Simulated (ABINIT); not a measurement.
# GaP (F-43m) in ABINIT: notebook

One crystal, GaP, is run at these levels: LDA-PZ, SOGGA, r2SCAN; tasks: band structure.

Program: ABINIT 10.8.3 (patched build). These are calculated values, not measurements. Logs are shortened: lines on timing, memory, paths and dates and some standing lists are left out, and cuts for length are marked. The log counts tension as positive stress, the text compression.

**Measured values to compare with.**

“Stacking defects in GaP nanowires: Electronic structure and optical properties”, 2018, arxiv:1810.01194 quotes, for a bulk crystal of GaP at 10 K: band gap 2.34 eV (indirect).

The runs below are set against these values where they give the same quantity.

**1. The crystal as given**

Symmetry: F-43m, No. 216, cubic system. The conventional cell has a = 5.451 Å, b = 5.451 Å, c = 5.451 Å, α = 90.00°, β = 90.00°, γ = 90.00°. Ga (site symmetry -43m) is surrounded by 4 P at 2.36 Å. Around P (site symmetry -43m) lie 4 Ga at 2.36 Å.

**2. Band structure, LDA-PZ**

File run.abi:

```
ndtset 2

pp_dirpath "./"
pseudos "Ga.LDA_PW-JTH.xml, P.LDA_PW-JTH.xml"

acell 3*1.0 Angstrom
rprim
     0.0000000000     2.7252500000     2.7252500000
     2.7252500000     0.0000000000     2.7252500000
     2.7252500000     2.7252500000     0.0000000000
ntypat 2
znucl 31 15
natom 2
typat 1 2
xcart
     0.0000000000     0.0000000000     0.0000000000
     4.0878750000     4.0878750000     4.0878750000 Angstrom

ecut 20.0
pawecutdg 40.0

ixc 2

occopt 3
tsmear 0.05 eV

nstep 100

iomode 3
prtwf 0
prteig 0
prtebands 0
enunit 1
prtden1 1
prtvha1 1
prtvclmb1 1
prtpot1 1

kptopt1 1
ngkpt1 8 8 8
nshiftk1 1
shiftk1 0.0 0.0 0.0
nband1 13
tolvrs1 1.0e-9

iscf2 -2
getden2 1
nband2 17
nbdbuf2 2
tolwfr2 1.0e-12
kptopt2 -9
ndivsm2 8
prteig2 1
prtvol2 -3
kptbounds2
     0.0000000000     0.0000000000     0.0000000000
     0.5000000000     0.0000000000     0.5000000000
     0.5000000000     0.2500000000     0.7500000000
     0.3750000000     0.3750000000     0.7500000000
     0.0000000000     0.0000000000     0.0000000000
     0.5000000000     0.5000000000     0.5000000000
     0.6250000000     0.2500000000     0.6250000000
     0.5000000000     0.2500000000     0.7500000000
     0.5000000000     0.5000000000     0.5000000000
     0.3750000000     0.3750000000     0.7500000000
```

Potentials or basis: JTH PAW LDA v2.0.

On the command line:

```sh
> abinit run.abi > log 2>&1
```

run.abo:

```text
.Version 10.8.3 of ABINIT
 DATASET    1 : space group F-4 3 m (#216); Bravais cF (face-center cubic)
================================================================================
 Values of the parameters that define the memory need for DATASET  1.
     intxc =       0    ionmov =       0      iscf =      17    lmnmax =      18
     lnmax =       6     mgfft =      30  mpssoang =       3    mqgrid =    3001
     natom =       2  nloc_mem =       2    nspden =       1   nspinor =       1
    nsppol =       1      nsym =      24    n1xccc =       1    ntypat =       2
    occopt =       3   xclevel =       1
       mpw =        1185          nfft =       27000          nkpt =          29
 PAW method is used; the additional fine FFT grid is defined by:
   mgfftf=        45    nfftf =     91125
================================================================================
================================================================================

 DATASET    2 : space group F-4 3 m (#216); Bravais cF (face-center cubic)
================================================================================
 Values of the parameters that define the memory need for DATASET  2.
     intxc =       0    ionmov =       0      iscf =      -2    lmnmax =      18
     lnmax =       6     mgfft =      30  mpssoang =       3    mqgrid =    3001
     natom =       2  nloc_mem =       2    nspden =       1   nspinor =       1
    nsppol =       1      nsym =      24    n1xccc =       1    ntypat =       2
    occopt =       3   xclevel =       1
       mpw =        1203          nfft =       27000          nkpt =         139
 PAW method is used; the additional fine FFT grid is defined by:
   mgfftf=        45    nfftf =     91125
================================================================================
================================================================================

--------------------------------------------------------------------------------
------------- Echo of variables that govern the present computation ------------
--------------------------------------------------------------------------------
 -outvars: echo values of preprocessed input variables --------
            acell      1.8897261259E+00  1.8897261259E+00  1.8897261259E+00 Bohr
              amu      6.97230000E+01  3.09737620E+01
             ecut      2.00000000E+01 Hartree
           enunit           1
           getden1          0
           getden2          1
             iscf1         17
             iscf2         -2
              ixc           2
           jdtset        1    2
           kptopt1          1
           kptopt2         -9
         kptrlatt        8    0    0      0    8    0      0    0    8
          kptrlen1     5.82653287E+01
          kptrlen2     3.00000000E+01
            natom           2
            nband1         13
            nband2         17
           nbdbuf1          0
           nbdbuf2          2
           ndtset           2
           ndivsm1          0
           ndivsm2          8
            ngfft          30      30      30
          ngfftdg          45      45      45
             nkpt1         29
             nkpt2        139
            nstep         100
             nsym          24
           ntypat           2
           occopt           3
        pawecutdg      4.00000000E+01 Hartree
        prtebands           0
           prteig1          0
           prteig2          1
           prtpot1          1
           prtpot2          0
         prtvclmb1          1
         prtvclmb2          0
           prtvha1          1
           prtvha2          0
           prtvol1          0
           prtvol2         -3
            prtwf           0
            rprim      0.0000000000E+00  2.7252500000E+00  2.7252500000E+00
                       2.7252500000E+00  0.0000000000E+00  2.7252500000E+00
                       2.7252500000E+00  2.7252500000E+00  0.0000000000E+00
           shiftk1     0.00000000E+00  0.00000000E+00  0.00000000E+00
           shiftk2     5.00000000E-01  5.00000000E-01  5.00000000E-01
          spgroup         216
           tolvrs1     1.00000000E-09
           tolvrs2     0.00000000E+00
           tolwfr1     0.00000000E+00
           tolwfr2     1.00000000E-12
           tsmear      1.83746611E-03 Hartree
            typat      1  2
           useylm           1
           xangst      0.0000000000E+00  0.0000000000E+00  0.0000000000E+00
                       4.0878750000E+00  4.0878750000E+00  4.0878750000E+00
            xcart      0.0000000000E+00  0.0000000000E+00  0.0000000000E+00
                       7.7249641869E+00  7.7249641869E+00  7.7249641869E+00
             xred      0.0000000000E+00  0.0000000000E+00  0.0000000000E+00
[... 208 lines left out ...]

--- !DatasetInfo
iteration_state: {dtset: 2, }
dimensions: {natom: 2, nkpt: 139, mband: 17, nsppol: 1, nspinor: 1, nspden: 1, mpw: 1203, }
[... 42 lines left out ...]
 Non-SCF case, kpt  138 (  0.38393  0.38393  0.73214), residuals and eigenvalues=
  4.91E-13  3.47E-13  7.08E-13  4.62E-13  7.10E-13  5.84E-13  5.44E-13  1.76E-13
  2.11E-13  4.40E-13  3.79E-13  1.61E-13  2.54E-13  2.36E-13  8.13E-13  5.67E-06
  1.47E-04
 -3.5606E-01 -3.5099E-01 -3.5058E-01 -3.4963E-01 -3.4858E-01 -1.6611E-01
 -5.5970E-02  3.8546E-02  1.0525E-01  2.6411E-01  3.6979E-01  4.7549E-01
  4.7691E-01  5.1782E-01  5.6054E-01  7.2157E-01  7.6662E-01
 Non-SCF case, kpt  139 (  0.37500  0.37500  0.75000), residuals and eigenvalues=
  3.38E-13  2.75E-13  5.91E-13  7.76E-13  6.01E-13  7.96E-13  5.01E-13  4.82E-13
  3.19E-13  5.58E-13  1.62E-13  4.62E-13  8.28E-13  5.45E-13  5.52E-13  2.73E-07
  4.06E-05
 -3.5613E-01 -3.5092E-01 -3.5053E-01 -3.4969E-01 -3.4855E-01 -1.6456E-01
 -5.7523E-02  3.9839E-02  1.0285E-01  2.6152E-01  3.5862E-01  4.8456E-01
  4.8563E-01  5.2131E-01  5.6541E-01  7.1761E-01  7.6536E-01

--- !ResultsGS
iteration_state: {dtset: 2, }
comment   : Summary of ground state results
lattice_vectors:
- [  0.0000000,   5.1499761,   5.1499761, ]
- [  5.1499761,   0.0000000,   5.1499761, ]
- [  5.1499761,   5.1499761,   0.0000000, ]
lattice_lengths: [   7.28317,    7.28317,    7.28317, ]
lattice_angles: [ 60.000,  60.000,  60.000, ] # degrees, (23, 13, 12)
lattice_volume:   2.7317795E+02
convergence: {deltae:  0.000E+00, res2:  0.000E+00, residm:  9.997E-13, diffor:  0.000E+00, }
etotal    :  -8.60380635E+01
entropy   :   0.00000000E+00
fermie    :   2.12669240E-01
cartesian_stress_tensor: null
pressure_GPa: null
xred      :
- [  0.0000E+00,   0.0000E+00,   0.0000E+00, Ga]
- [  7.5000E-01,   7.5000E-01,   7.5000E-01,  P]
cartesian_forces: null
force_length_stats: {min: null, max: null, mean: null, }
...

 Integrated electronic density in atomic spheres:
 ------------------------------------------------
 Atom  Sphere_radius  Integrated_density
    1        2.10359         11.09428300
    2        1.60765          1.59571953

================================================================================

 ----iterations are completed or convergence reached----

 Mean square residual over all n,k,spin=   51.810E-14; max=  99.969E-14
 reduced coordinates (array xred) for    2 atoms
       0.000000000000      0.000000000000      0.000000000000
       0.750000000000      0.750000000000      0.750000000000

 cartesian coordinates (angstrom) at end:
    1      0.00000000000000     0.00000000000000     0.00000000000000
    2      4.08787500000000     4.08787500000000     4.08787500000000
 length scales=  1.889726125908  1.889726125908  1.889726125908 bohr
              =  1.000000000000  1.000000000000  1.000000000000 angstroms
 Eigenvalues (   eV  ) for nkpt= 139  k points:
 kpt#   1, nband= 17, wtk=  1.00000, kpt=  0.0000  0.0000  0.0000 (reduced coord)
  -9.59402   -9.59402   -9.59402   -9.49648   -9.49648   -7.44659    5.07688    5.07688
   5.07688    6.68266    8.86403    8.86403    8.86403   13.55724   14.81478   14.81478
  17.34364
 kpt#   2, nband= 17, wtk=  1.00000, kpt=  0.0217  0.0000  0.0217 (reduced coord)
  -9.59474   -9.59373   -9.59373   -9.49660   -9.49638   -7.43833    4.98404    5.05137
   5.05137    6.77276    8.83815    8.89868    8.89868   13.60230   14.72004   14.82247
  17.38594
 kpt#   3, nband= 17, wtk=  1.00000, kpt=  0.0435  0.0000  0.0435 (reduced coord)
  -9.59687   -9.59288   -9.59288   -9.49696   -9.49608   -7.41356    4.75059    4.97772
   4.97772    6.99671    8.76459    8.99906    8.99906   13.73333   14.47020   14.84549
  17.41533
 kpt#   4, nband= 17, wtk=  1.00000, kpt=  0.0652  0.0000  0.0652 (reduced coord)
  -9.60032   -9.59147   -9.59147   -9.49756   -9.49559   -7.37243    4.44416    4.86348
   4.86348    7.28225    8.65363    9.15743    9.15743   13.92776   14.14351   14.88239
  17.49755
 kpt#   5, nband= 17, wtk=  1.00000, kpt=  0.0870  0.0000  0.0870 (reduced coord)
[... 525 lines left out ...]
   3.02877    7.36825   10.55356   12.27758   12.33464   14.27306   15.23094   19.26844
  19.79127
 kpt# 137, nband= 17, wtk=  1.00000, kpt=  0.3929  0.3929  0.7143 (reduced coord)
  -9.68675   -9.55290   -9.54179   -9.51173   -9.48646   -4.58844   -1.47403    1.06990
   2.94116    7.27165   10.34403   12.58997   12.67574   14.14909   15.20836   19.58862
  20.21367
 kpt# 138, nband= 17, wtk=  1.00000, kpt=  0.3839  0.3839  0.7321 (reduced coord)
  -9.68893   -9.55081   -9.53980   -9.51381   -9.48548   -4.52009   -1.52301    1.04889
   2.86406    7.18682   10.06256   12.93885   12.97737   14.09053   15.25295   19.63484
  20.86073
 kpt# 139, nband= 17, wtk=  1.00000, kpt=  0.3750  0.3750  0.7500 (reduced coord)
  -9.69086   -9.54894   -9.53832   -9.51565   -9.48439   -4.47782   -1.56529    1.08408
   2.79872    7.11644    9.75864   13.18549   13.21465   14.18553   15.38571   19.52727
  20.82662

== END DATASET(S) ==============================================================
================================================================================

 -outvars: echo values of variables after computation  --------
            acell      1.8897261259E+00  1.8897261259E+00  1.8897261259E+00 Bohr
           etotal1    -8.6038063492E+01
            fcart1    -0.0000000000E+00 -0.0000000000E+00 -0.0000000000E+00
                      -0.0000000000E+00 -0.0000000000E+00 -0.0000000000E+00
            rprim      0.0000000000E+00  2.7252500000E+00  2.7252500000E+00
                       2.7252500000E+00  0.0000000000E+00  2.7252500000E+00
                       2.7252500000E+00  2.7252500000E+00  0.0000000000E+00
           strten1     9.2217771473E-05  9.2217771473E-05  9.2217771473E-05
                       0.0000000000E+00  0.0000000000E+00  0.0000000000E+00
           xangst      0.0000000000E+00  0.0000000000E+00  0.0000000000E+00
                       4.0878750000E+00  4.0878750000E+00  4.0878750000E+00
             xred      0.0000000000E+00  0.0000000000E+00  0.0000000000E+00
                       7.5000000000E-01  7.5000000000E-01  7.5000000000E-01
 Calculation completed.
```

Wall time 43 s (1 thread of Arm Neoverse V2, shared host); peak memory 0.13 GiB.

Results:

| Item | Value |
| --- | --- |
| Free energy | -2341.2150 eV |
| Pressure | -2.7 GPa |
| Band gap on the k mesh | 1.49 eV, indirect (least direct gap 1.61 eV) |
| Band gap along the path | 1.44 eV, indirect (least direct gap 1.61 eV) |
| Valence electrons inside the program's atomic spheres | Ga 11.09; P 1.60 |

Levels at the corners of the path, in eV from the valence-band top:
| point | band 6 | band 7 | band 8 | band 9 | band 10 | band 11 | band 12 | band 13 |
| --- | --- | --- | --- | --- | --- | --- | --- | --- |
| Γ | -12.52 | 0.00 | 0.00 | 0.00 | 1.61 | 3.79 | 3.79 | 3.79 |
| X | -9.52 | -6.85 | -2.71 | -2.71 | 1.50 | 1.68 | 10.43 | 10.43 |
| W | -9.42 | -6.65 | -3.62 | -3.48 | 4.59 | 4.76 | 5.96 | 6.00 |
| K | -9.55 | -6.64 | -3.99 | -2.28 | 2.04 | 4.68 | 8.11 | 8.14 |
| Γ | -12.52 | 0.00 | 0.00 | 0.00 | 1.61 | 3.79 | 3.79 | 3.79 |
| L | -10.44 | -6.72 | -1.13 | -1.13 | 1.50 | 4.63 | 4.63 | 8.05 |
| U | -9.55 | -6.64 | -3.99 | -2.28 | 2.04 | 4.68 | 8.11 | 8.14 |
| W | -9.42 | -6.65 | -3.62 | -3.48 | 4.59 | 4.76 | 5.96 | 6.00 |
| L | -10.44 | -6.72 | -1.13 | -1.13 | 1.50 | 4.63 | 4.63 | 8.05 |
| K | -9.55 | -6.64 | -3.99 | -2.28 | 2.04 | 4.68 | 8.11 | 8.14 |

**3. Band structure, SOGGA**

File run.abi:

```
# Datasets: ground state, then fixed potential
ndtset 2

# Pseudopotentials
pp_dirpath "./"
pseudos "Ga.GGA_PBE-JTH.xml, P.GGA_PBE-JTH.xml"

# Structure
acell 7.2831660764 7.2831660764 7.2831660764
rprim
     0.0000000000     0.7071067812     0.7071067812
     0.7071067812     0.0000000000     0.7071067812
     0.7071067812     0.7071067812     0.0000000000
ntypat 2
znucl 31 15
natom 2
typat 1 2
xred
     0.0000000000     0.0000000000     0.0000000000
     0.7500000000     0.7500000000     0.7500000000

# Plane-wave basis
ecut 20.0
pawecutdg 40.0

# Exchange and correlation
ixc -150130

# Bands and occupations
occopt 3
tsmear 0.05 eV

# SCF cycle
nstep 100

# Output
iomode 3
prtwf 0
prteig 0
prtebands 0
prtden1 1
prtvha1 1
prtvclmb1 1
prtpot1 1

# Dataset 1
kptopt1 1
ngkpt1 8 8 8
nshiftk1 1
shiftk1 0.0 0.0 0.0
nband1 13
tolvrs1 1.0e-9

# Dataset 2: bands along G-X-W-K-G-L-U-W-L-K
iscf2 -2
getden2 1
nband2 17
nbdbuf2 2
tolwfr2 1.0e-12
kptopt2 -9
ndivsm2 5
prteig2 1
prtvol2 -3
kptbounds2
     0.0000000000     0.0000000000     0.0000000000
     0.5000000000     0.0000000000     0.5000000000
     0.5000000000     0.2500000000     0.7500000000
     0.3750000000     0.3750000000     0.7500000000
     0.0000000000     0.0000000000     0.0000000000
     0.5000000000     0.5000000000     0.5000000000
     0.6250000000     0.2500000000     0.6250000000
     0.5000000000     0.2500000000     0.7500000000
     0.5000000000     0.5000000000     0.5000000000
     0.3750000000     0.3750000000     0.7500000000
```

Potentials or basis: JTH PAW PBE v2.0.

On the command line:

```sh
> abinit run.abi > log 2>&1
```

Wall time 38 s (1 thread of Arm Neoverse V2, shared host); peak memory 0.12 GiB.

It converged, with:

* Free energy: -2331.0815 eV
* Pressure: -1.2 GPa
* Band gap on the k mesh: 1.46 eV, indirect (least direct gap 1.77 eV)
* Band gap along the path: 1.42 eV, indirect (least direct gap 1.77 eV)
* Valence electrons inside the program's atomic spheres: Ga 11.06; P 1.57

Levels at the corners of the path, in eV from the valence-band top:
| point | band 7 | band 8 | band 9 | band 10 | band 11 | band 12 |
| --- | --- | --- | --- | --- | --- | --- |
| Γ | 0.00 | 0.00 | 0.00 | 1.77 | 3.81 | 3.81 |
| X | -6.80 | -2.73 | -2.73 | 1.46 | 1.68 | 10.54 |
| W | -6.59 | -3.66 | -3.51 | 4.55 | 4.83 | 5.99 |
| K | -6.59 | -4.03 | -2.29 | 2.03 | 4.69 | 8.15 |
| Γ | 0.00 | 0.00 | 0.00 | 1.77 | 3.81 | 3.81 |
| L | -6.71 | -1.13 | -1.13 | 1.58 | 4.61 | 4.61 |
| U | -6.59 | -4.03 | -2.29 | 2.03 | 4.69 | 8.15 |
| W | -6.59 | -3.66 | -3.51 | 4.55 | 4.83 | 5.99 |
| L | -6.71 | -1.13 | -1.13 | 1.58 | 4.61 | 4.61 |
| K | -6.59 | -4.03 | -2.29 | 2.03 | 4.69 | 8.15 |

Caveat: the PAW data sets were made with another functional, which shifts forces and pressure a little.

**4. Band structure, r2SCAN**

run.abi, as its differences from that of step 3:

```diff
@@ -1,10 +1,7 @@
-# Datasets: ground state, then fixed potential
 ndtset 2
 
-# Pseudopotentials
 pp_dirpath "./"
-pseudos "Ga.GGA_PBE-JTH.xml, P.GGA_PBE-JTH.xml"
+pseudos "Ga.hgh, P.hgh"
 
-# Structure
-acell 7.2831660764 7.2831660764 7.2831660764
+acell 3.8540855109 3.8540855109 3.8540855109 Angstrom
 rprim
@@ -21,17 +18,12 @@
 
-# Plane-wave basis
-ecut 20.0
-pawecutdg 40.0
+ecut 789.130201 eV
 
-# Exchange and correlation
-ixc -150130
+ixc -497498
+usekden 1
 
-# Bands and occupations
 occopt 3
-tsmear 0.05 eV
+tsmear 0.00183747
 
-# SCF cycle
 nstep 100
 
-# Output
 iomode 3
@@ -40,8 +32,6 @@
 prtebands 0
+enunit 2
 prtden1 1
-prtvha1 1
-prtvclmb1 1
-prtpot1 1
+prtkden1 1
 
-# Dataset 1
 kptopt1 1
@@ -50,9 +40,9 @@
 shiftk1 0.0 0.0 0.0
-nband1 13
+nband1 8
 tolvrs1 1.0e-9
 
-# Dataset 2: bands along G-X-W-K-G-L-U-W-L-K
 iscf2 -2
 getden2 1
-nband2 17
+getkden2 1
+nband2 12
 nbdbuf2 2
@@ -62,3 +52,2 @@
 prteig2 1
-prtvol2 -3
 kptbounds2
```

Potentials or basis: HGH LDA.

On the command line:

```sh
> abinit run.abi > log 2>&1
```

Wall time 1.9 min (1 thread of Arm Neoverse V2, shared host); peak memory 0.11 GiB.

The run converged. Its results:

| Property | Result |
| --- | --- |
| Free energy | -243.2913 eV |
| Pressure | -6.3 GPa |
| Band gap on the k mesh | 1.99 eV, indirect (least direct gap 2.14 eV) |
| Band gap along the path | 1.97 eV, indirect (least direct gap 2.14 eV) |
| Valence electrons inside the program's atomic spheres | Ga 1.10; P 2.81 |

Levels at the corners of the path, in eV from the valence-band top:
```csv
point,band 1,band 2,band 3,band 4,band 5,band 6,band 7,band 8
Γ,-13.04,0.00,0.00,0.00,2.14,4.29,4.29,4.29
X,-10.13,-7.05,-2.72,-2.72,2.05,2.20,11.38,11.38
W,-10.06,-6.83,-3.63,-3.43,5.23,5.36,6.67,6.75
K,-10.18,-6.83,-3.98,-2.29,2.59,5.32,8.94,8.98
Γ,-13.04,0.00,0.00,0.00,2.14,4.29,4.29,4.29
L,-11.05,-6.84,-1.13,-1.13,1.99,5.20,5.20,9.13
U,-10.18,-6.83,-3.98,-2.29,2.59,5.32,8.94,8.98
W,-10.06,-6.83,-3.63,-3.43,5.23,5.36,6.67,6.75
L,-11.05,-6.84,-1.13,-1.13,1.99,5.20,5.20,9.13
K,-10.18,-6.83,-3.98,-2.29,2.59,5.32,8.94,8.98
```

Caveat: the potentials were made for another functional, which shifts forces and pressure; HGH potentials are hard and often keep d shells in the core, so these values are rough. r2SCAN opens gaps a little over a GGA but as a rule still falls short of measured ones.

**5. Comparison with measurements**

Step 2. Measured gap of GaP: 2.34 eV (indirect; 10 K; quoted in “Stacking defects in GaP nanowires: Electronic structure and optical properties”, 2018, arxiv:1810.01194). This calculation gives 1.44 eV (-0.90 eV). Spin-orbit coupling on Ga is left out. The value is that of LDA-PZ, without temperature or zero-point motion. Semilocal functionals fall short of measured gaps as a rule.

Step 3. A measured gap of GaP is 2.34 eV (indirect; 10 K; quoted in “Stacking defects in GaP nanowires: Electronic structure and optical properties”, 2018, arxiv:1810.01194); the calculated 1.42 eV misses it by -0.92 eV. Spin-orbit coupling on Ga is left out. The value is that of SOGGA, without temperature or zero-point motion.
